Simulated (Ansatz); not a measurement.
# HfN: relaxation

Where does the structure settle? Runs: cell and atoms relaxed (PAW).

Program: Ansatz 0.2.0. Level of theory: DFT PBEsol, frozen-core PAW, scalar-relativistic unless said. These are calculated values, not measurements.

1 further run of the same task is left out (it didn't finish).

### 1 Starting point

Symmetry: Fm-3m, No. 225, cubic system. The conventional cell has a = 4.512 Å, b = 4.512 Å, c = 4.512 Å, α = 90.00°, β = 90.00°, γ = 90.00°. Hf (site symmetry m-3m) has 6 N at 2.26 Å as nearest neighbours. N (site symmetry m-3m) has 6 Hf at 2.26 Å as nearest neighbours.

As a file:

```
CELL_PARAMETERS angstrom
0.00000 2.25600 2.25600
2.25600 0.00000 2.25600
2.25600 2.25600 0.00000
ATOMIC_POSITIONS crystal
Hf 0.00000 0.00000 0.00000
N 0.50000 0.50000 0.50000
```

Cartesian axes are those of the input's lattice vectors. The structure goes back to a database entry.

### 2 Cell and atoms relaxed, PAW

input.yaml reads:

```yaml
crystal:
  lattice:
    - [0.0, 2.256, 2.256]
    - [2.256, 0.0, 2.256]
    - [2.256, 2.256, 0.0]
  atoms:
    - { symbol: Hf, position: [0.0, 0.0, 0.0] }
    - { symbol: "N", position: [0.5, 0.5, 0.5] }
kpoints:
  mp_grid: { grid: [12, 12, 12] }
scf:
  occupations: { method: fermi_dirac, width: 0.05 }
hamiltonian:
  xc: pbesol
  pseudopotentials: { kind: paw }
relax:
  f_tol: 0.002
  max_steps: 80
  cell: {}
output:
  forces: true
  stress: true
```

Run with:

```console
$ ansatz run input.yaml --threads 2 --pin off --max-ram 6144MiB --backend cpu --events-out ev --progress --plain --runs-dir out
```

The log of the run:

```text
Engine: ansatz 0.2.0
Pseudopotentials: kind: paw
Pseudopotential: Hf, paw, valence charge 26, recommended cutoff 420 eV (normal), Hf.paw.azcp
Pseudopotential: N, paw, valence charge 5, recommended cutoff 420 eV (normal), N.paw.azcp
Functional definition: PBEsol
  exchange = pbesol_x
  correlation = pbesol_c
Crystal: 2 atoms, lattice volume = 22.964 Å³
Basis set: ecut = 420 eV, 459 PW (Γ), exchange–correlation on 48×48×48 points (8 copies of the dense FFT grid, shifted against one another)
Bands: 20, of which v1, the nominal top of the filled ones, is band 16 counted from 1 (15 counted from 0)
Symmetry: 48 space group operations
Space group: Fm-3m (ITA 225), of the structure as read, at distance tolerance 2.8e-5 Å
k-points: 72 of 1728
Non-local potential: Hf, projectors of the file, l = 0: 3, l = 1: 2, l = 2: 2, l = 3: 3
Non-local potential: N, projectors of the file, l = 0: 2, l = 1: 2, l = 2: 1
PAW form: soft (Blöchl's): semilocal exchange-correlation on the pseudo side does not see the compensation charge
PAW frozen core: Hf, regenerated for the run's functional, and the local potential with it (the file was generated under x = pbe(κ = 0.804, μ = 0.2195149727645171), c = pbe(β = 0.06672455060314922))
PAW frozen core: N, regenerated for the run's functional, and the local potential with it (the file was generated under x = pbe(κ = 0.804, μ = 0.2195149727645171), c = pbe(β = 0.06672455060314922))
PAW one-centre angular grid: Hf, 590 points (default); XC on 64 Gauss nodes
PAW one-centre angular grid: N, 110 points (default); XC on 64 Gauss nodes
Initial density: superposition of atomic densities (neutral atoms: chi_scale 0, normalization atom), corrected by the library's trained network
Initial wavefunctions: pseudopotential atomic-orbital guess
Functional: x = pbesol(κ = 0.804, μ = 0.12345679012345678), c = pbesol(β = 0.046)
SCF iter   1: F=—  HF=-15980.261873 eV  |F-HF|=—  |Δ(HF+E_count)|=         —  Δρ=8.74e-3  dr2=1.56e-2  ethr=1.77e-3  ⟨swp⟩=5.1  Hψ=6155  notcnv=0
preconditioner: auto → none  [insulator: Δε(μ)=0.166 eV  Ē_g=18.980 eV  σ=0.050 eV  W_gap=0.68  n_scr=14 (ndim 8)  ℏωp=41.7 eV  f_vac=0.000  D(μ)=0.22/eV (n_scr^D=0)  ε∞_Penn≈5.8]
SCF iter   2: F=—  HF=-15980.257702 eV  |F-HF|=—  |Δ(HF+E_count)|=   4.17e-3  Δρ=2.35e-3  dr2=1.10e-3  ethr=5.04e-5  ⟨swp⟩=2.2  Hψ=2578  notcnv=0  defer=9
SCF iter   3: F=—  HF=-15980.257480 eV  |F-HF|=—  |Δ(HF+E_count)|=   2.23e-4  Δρ=4.96e-4  dr2=2.40e-5  ethr=3.54e-6  ⟨swp⟩=2.0  Hψ=2188  notcnv=0  defer=9
SCF iter   4: F=—  HF=-15980.257444 eV  |F-HF|=—  |Δ(HF+E_count)|=   3.51e-5  Δρ=2.91e-4  dr2=7.35e-6  ethr=7.75e-8  ⟨swp⟩=2.1  Hψ=2565  notcnv=0  defer=9
iter 5 did not close the SCF: its close was put off for the readings that it lacked (scf_convergence_deferred on its scf_iter line)
SCF iter   5: F=-15980.257444 eV  HF=-15980.257444 eV  |F-HF|=2.88e-8  |Δ(HF+E_count)|=   5.61e-7  Δρ=1.73e-5  dr2=3.57e-8  ethr=2.37e-8  ⟨swp⟩=2.3  Hψ=2008  notcnv=0  defer=9
SCF iter   6: F=-15980.257444 eV  HF=-15980.257444 eV  |F-HF|=7.28e-11  |Δ(HF+E_count)|=   1.09e-8  Δρ=1.56e-6  dr2=2.39e-10  ethr=1.15e-10  ⟨swp⟩=3.4  Hψ=6147  notcnv=0
SCF 1 converged in 6 iterations: F = -15980.257444 eV  dr2 = 2.39e-10
relax step   1: F+E_penalty+E_count = -15980.25744395 eV  Δ(F+E_penalty+E_count) = +0.000e0 eV  max|allowed force component| = 4.437e-30 eV/Å  Δτ_max = 0.0000 Å  P = -2.042 GPa  Ω = 22.964 Å³  (6 SCF iters, dr2 threshold 1.00e-7 eV, accepted)
Crystal: 2 atoms, lattice volume = 22.713 Å³
Initial density: handed on by an earlier stage of this run
Initial wavefunctions: those handed on with the density
iter 1 solved again at ethr=1.66e-6 eV; its pass at ethr=3.10e-3 eV (dr2=5.14e-4 eV) is discarded
SCF iter   1: F=—  HF=-15980.259135 eV  |F-HF|=—  |Δ(HF+E_count)|=         —  Δρ=1.49e-3  dr2=4.93e-4  ethr=1.66e-6  ⟨swp⟩=2.2  Hψ=7199  notcnv=0
preconditioner: auto → none  [insulator: Δε(μ)=0.168 eV  Ē_g=19.058 eV  σ=0.050 eV  W_gap=0.69  n_scr=14 (ndim 8)  ℏωp=42.0 eV  f_vac=0.000  D(μ)=0.23/eV (n_scr^D=0)  ε∞_Penn≈5.8]
SCF iter   2: F=—  HF=-15980.259028 eV  |F-HF|=—  |Δ(HF+E_count)|=   1.07e-4  Δρ=3.31e-4  dr2=2.75e-5  ethr=1.59e-6  ⟨swp⟩=2.0  Hψ=1807  notcnv=0
SCF iter   3: F=—  HF=-15980.259021 eV  |F-HF|=—  |Δ(HF+E_count)|=   7.42e-6  Δρ=5.95e-5  dr2=3.41e-7  ethr=8.87e-8  ⟨swp⟩=2.0  Hψ=2339  notcnv=0
SCF iter   4: F=—  HF=-15980.259022 eV  |F-HF|=—  |Δ(HF+E_count)|=   1.20e-6  Δρ=3.70e-5  dr2=1.95e-7  ethr=1.10e-9  ⟨swp⟩=2.1  Hψ=2583  notcnv=0
iter 5 did not close the SCF: its close was put off for the readings that it lacked (scf_convergence_deferred on its scf_iter line)
SCF iter   5: F=-15980.259021 eV  HF=-15980.259021 eV  |F-HF|=1.80e-8  |Δ(HF+E_count)|=   4.10e-7  Δρ=4.88e-6  dr2=4.21e-9  ethr=6.29e-10  ⟨swp⟩=2.5  Hψ=2622  notcnv=0
SCF iter   6: F=-15980.259021 eV  HF=-15980.259021 eV  |F-HF|=1.47e-10  |Δ(HF+E_count)|=   5.96e-9  Δρ=8.88e-7  dr2=7.64e-11  ethr=1.36e-11  ⟨swp⟩=2.3  Hψ=5004  notcnv=0
SCF 2 converged in 6 iterations: F = -15980.259021 eV  dr2 = 7.64e-11
relax step   2: F+E_penalty+E_count = -15980.25902139 eV  Δ(F+E_penalty+E_count) = -1.577e-3 eV  max|allowed force component| = 2.104e-30 eV/Å  Δτ_max = 0.0000 Å  P = +1.101 GPa  Ω = 22.713 Å³  energy of the carried Pulay correction = +8.170e-4 eV  (6 SCF iters, dr2 threshold 2.00e-7 eV, accepted)
Crystal: 2 atoms, lattice volume = 22.800 Å³
iter 1 solved again at ethr=2.10e-7 eV; its pass at ethr=3.10e-3 eV (dr2=6.52e-5 eV) is discarded
SCF iter   1: F=—  HF=-15980.259048 eV  |F-HF|=—  |Δ(HF+E_count)|=         —  Δρ=5.26e-4  dr2=6.18e-5  ethr=2.10e-7  ⟨swp⟩=2.1  Hψ=7106  notcnv=0
preconditioner: auto → none  [insulator: Δε(μ)=0.168 eV  Ē_g=19.048 eV  σ=0.050 eV  W_gap=0.69  n_scr=14 (ndim 8)  ℏωp=41.9 eV  f_vac=0.000  D(μ)=0.23/eV (n_scr^D=0)  ε∞_Penn≈5.8]
SCF iter   2: F=—  HF=-15980.259032 eV  |F-HF|=—  |Δ(HF+E_count)|=   1.56e-5  Δρ=1.17e-4  dr2=3.47e-6  ethr=1.99e-7  ⟨swp⟩=2.0  Hψ=1758  notcnv=0
iter 3 did not close the SCF: its close was put off for the readings that it lacked (scf_convergence_deferred on its scf_iter line)
SCF iter   3: F=-15980.259032 eV  HF=-15980.259032 eV  |F-HF|=8.77e-8  |Δ(HF+E_count)|=   2.51e-7  Δρ=2.19e-5  dr2=4.59e-8  ethr=1.12e-8  ⟨swp⟩=2.0  Hψ=2400  notcnv=0
iter 4 did not close the SCF: its close was put off for the readings that it lacked (scf_convergence_deferred on its scf_iter line)
SCF iter   4: F=-15980.259032 eV  HF=-15980.259032 eV  |F-HF|=8.98e-8  |Δ(HF+E_count)|=   1.32e-7  Δρ=8.36e-6  dr2=1.00e-8  ethr=1.48e-10  ⟨swp⟩=2.0  Hψ=2565  notcnv=0
iter 5 did not close the SCF: its close was put off for the readings that it lacked (scf_convergence_deferred on its scf_iter line)
SCF iter   5: F=-15980.259032 eV  HF=-15980.259032 eV  |F-HF|=4.02e-9  |Δ(HF+E_count)|=   3.02e-8  Δρ=1.91e-6  dr2=7.22e-10  ethr=3.22e-11  ⟨swp⟩=3.0  Hψ=2769  notcnv=0
SCF iter   6: F=-15980.259032 eV  HF=-15980.259032 eV  |F-HF|=3.64e-11  |Δ(HF+E_count)|=   1.45e-9  Δρ=3.14e-7  dr2=1.46e-11  ethr=2.33e-12  ⟨swp⟩=2.1  Hψ=4634  notcnv=0
SCF 3 converged in 6 iterations: F = -15980.259032 eV  dr2 = 1.46e-11
relax step   3: F+E_penalty+E_count = -15980.25903178 eV  Δ(F+E_penalty+E_count) = -1.038e-5 eV  max|allowed force component| = 2.077e-29 eV/Å  Δτ_max = 0.0000 Å  P = -0.012 GPa  Ω = 22.800 Å³  energy of the carried Pulay correction = +5.319e-4 eV  (6 SCF iters, dr2 threshold 2.00e-7 eV, accepted)
Initial wavefunctions: pseudopotential atomic-orbital guess (no wavefunctions were taken with the density)
iter 1 solved again at ethr=7.78e-9 eV; its pass at ethr=3.10e-3 eV (dr2=2.41e-6 eV) is discarded
SCF iter   1: F=—  HF=-15980.258474 eV  |F-HF|=—  |Δ(HF+E_count)|=         —  Δρ=4.18e-5  dr2=6.14e-8  ethr=7.78e-9  ⟨swp⟩=3.7  Hψ=10739  notcnv=0
preconditioner: auto → none  [insulator: Δε(μ)=0.168 eV  Ē_g=19.046 eV  σ=0.050 eV  W_gap=0.68  n_scr=14 (ndim 8)  ℏωp=41.9 eV  f_vac=0.000  D(μ)=0.23/eV (n_scr^D=0)  ε∞_Penn≈5.8]
SCF iter   2: F=—  HF=-15980.258472 eV  |F-HF|=—  |Δ(HF+E_count)|=   1.71e-6  Δρ=2.04e-5  dr2=1.49e-8  ethr=1.98e-10  ⟨swp⟩=2.0  Hψ=2554  notcnv=0
SCF iter   3: F=—  HF=-15980.258472 eV  |F-HF|=—  |Δ(HF+E_count)|=   1.30e-8  Δρ=9.01e-6  dr2=2.25e-9  ethr=4.82e-11  ⟨swp⟩=2.0  Hψ=2541  notcnv=0
SCF iter   4: F=—  HF=-15980.258472 eV  |F-HF|=—  |Δ(HF+E_count)|=   4.03e-9  Δρ=1.22e-6  dr2=5.00e-11  ethr=7.25e-12  ⟨swp⟩=2.0  Hψ=2343  notcnv=0
iter 5 did not close the SCF: its close was put off for the readings that it lacked (scf_convergence_deferred on its scf_iter line)
SCF iter   5: F=-15980.258472 eV  HF=-15980.258472 eV  |F-HF|=1.82e-12  |Δ(HF+E_count)|=  7.82e-11  Δρ=1.42e-7  dr2=1.50e-12  ethr=1.00e-12  ⟨swp⟩=2.1  Hψ=2012  notcnv=0
SCF iter   6: F=-15980.258472 eV  HF=-15980.258472 eV  |F-HF|=0.00e0  |Δ(HF+E_count)|=  5.46e-12  Δρ=1.27e-8  dr2=2.17e-14  ethr=1.00e-12  ⟨swp⟩=4.2  Hψ=6310  notcnv=0
SCF 4 converged in 6 iterations: F = -15980.258472 eV  dr2 = 2.17e-14
relax step   4: F+E_penalty+E_count = -15980.25847226 eV  Δ(F+E_penalty+E_count) = +5.595e-4 eV  max|allowed force component| = 1.946e-29 eV/Å  Δτ_max = 0.0000 Å  P = -0.041 GPa  Ω = 22.800 Å³  stress off target by 4.06e-2 GPa  SCF on the basis re-selected at this cell (its energy is not comparable with the rows above)  (6 SCF iters)
basis re-selected at this cell: Δ(F+E_penalty+E_count) = +5.595e-4 eV, ΔP = -0.028 GPa vs the last step (what re-selecting the basis moved, of the pressure what is left beyond the Pulay correction that the steps carried, after the strain that the cell walked since its last selection, with what the two solves' SCF thresholds leave and, on support functions, any second-order correction that the steps lacked; it is no measure of the basis error at this ecutwfc). This SCF's stress stands 4.06e-2 GPa from its target on what of the cell is left free (relax.cell.stress_tol is 5.00e-2 GPa) and its largest allowed force component is 1.95e-29 eV/Å (relax.f_tol is 2.00e-3 eV/Å): within both
SCF converged after 6 iterations
Free energy (F): -15980.258472 eV
Harris-Foulkes:  -15980.258472 eV  (|F-HF|=0.00e0)
Internal energy: -15980.256197 eV  (E = F + TS)
E sigma→0 (E₀):  -15980.257334 eV
Entropy (-TS):   -0.002276 eV (-1.138 meV/atom)
Fermi energy:    23.982716 eV
--- Per-component energies (eV) ---
  E_band       = 187.086922
  E_kinetic    = 557.411773
  E_local      = -4693.152715  (includes V_loc(G=0)·N_el)
  E_nonlocal   = -1192.584937
  E_hartree    = 2229.576199
  E_xc         = -359.065319
  E_vxc        = -344.595263  (∫ρ·V_xc dr)
  E_paw        = -6929.704157  (= ΣΔE_a)
  E_vpaw       = 1400.855585  (= ΣTr[D̂ρ^β])
  E_aug_tail   = 0.000093  (compensation charges beyond the density's cutoff)
  E_ewald      = -5594.016324
  E_core_change = 1.279190  (= ΣΔE_core)
  E_smearing   = -0.002276  (= −TS)
  E_closure    = -0.000000  (closes the sum)
  Σ components = -15980.258472   (vs F -15980.258472, Δ=0.00e0)
--- Forces (eV/Å), atoms counted from 1 ---
  atom   1  Hf    -0.00000000     0.00000000     0.00000000
  atom   2  N      0.00000000    -0.00000000     0.00000000
  max |Σ_I F_I| component: 3.26e-29 eV/Å
--- Stress (GPa, compression-positive) ---
       -0.040610      -0.000000      -0.000000
       -0.000000      -0.040610      -0.000000
       -0.000000      -0.000000      -0.040610
  P = ⅓ Tr σ = -0.0406 GPa (-0.406 kbar)
--- Relaxed structure (3 steps of the walk, 3 accepted, 1 SCFs on fresh bases) ---
  F+E_penalty+E_count = -15980.25847226 eV   max|allowed force component| = 1.946e-29 eV/Å   (the final SCF, on the basis selected at the relaxed cell)
  cell:  # Å, volume = 22.8003 Å³
    - [-1.5286116098686772e-34, 2.250625885394791, 2.250625885394791]
    - [2.250625885394791, -1.1974124277304636e-33, 2.250625885394791]
    - [2.250625885394791, 2.250625885394791, -1.2738430082238975e-33]
  atoms:
    - { symbol: Hf, position: [-4.724208974917647e-37, 9.170523304269024e-37, 9.170523304269278e-37] }
    - { symbol: N, position: [0.49999999999999994, 0.49999999999999994, 0.49999999999999994] }
```

Run time: 7.5 s. Hardware: 2 threads of Arm Neoverse N1, shared host; peak memory 0.38 GiB.

Step by step:

```csv
step,energy from step 1 (eV/cell),largest force component (eV/Å),pressure (GPa),volume (Å³)
1,0.0000,0.0000,-2.04,22.96
2,-0.0016,0.0000,1.10,22.71
3,-0.0016,0.0000,-0.01,22.80
4,-0.0010,0.0000,-0.04,22.80
```

Step 1 is the start. Step 4 repeats the geometry before on a plane-wave basis chosen anew for that cell, so the energy can jump there without any move; the table keeps such jumps.

| input's cell | before | after | change |
| --- | --- | --- | --- |
| a (Å) | 3.190 | 3.183 | -0.2 % |
| b (Å) | 3.190 | 3.183 | -0.2 % |
| c (Å) | 3.190 | 3.183 | -0.2 % |
| volume (Å³/atom) | 11.48 | 11.40 | -0.7 % |

### 3 Results

```
quantity                                                                      value
    cell  a = 3.183 Å, b = 3.183 Å, c = 3.183 Å, α = 60.00°, β = 60.00°, γ = 60.00°
  volume                                                             11.400 Å³/atom
```

**Reading.** The volume changes by -0.7 %. Cautions: frozen-core PAW files fitted under PBE, their cores solved anew for the functional of the run; no spin-orbit coupling on heavy atoms; the listed cell is idealised, measured hot or off later refinements.
